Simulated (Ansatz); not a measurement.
# simple cubic against fcc along group 13

These are results of Ansatz 0.2.0, DFT, r2SCAN, plane waves (500 eV) with PAW, scalar-relativistic, not measurements. (PAW data from PBE, frozen cores regenerated.)

Each structure is relaxed within its symmetry, in the lowest magnetic state of the tried starts. Differences under about 8 meV lie within the error of the k-point mesh.

```tsv
element	E(simple cubic) − E(fcc) (meV/atom)	V(simple cubic) (Å³/atom)	V(fcc) (Å³/atom)	state of simple cubic	state of fcc
B	-251	6.69	5.82	spin not included	spin not included
Al	?	?	?	?	?
Ga	7	19.05	17.92	spin not included	spin not included
In	45	28.20	26.21	spin not included	spin not included
Tl	108	32.21	29.90	spin not included	spin not included
```

(1) Fill in the row of Al.

Answers

(1) E(simple cubic) − E(fcc) (meV/atom): 458; V(simple cubic) (Å³/atom): 19.82; V(fcc) (Å³/atom): 15.92; state of simple cubic: spin not included; state of fcc: spin not included.
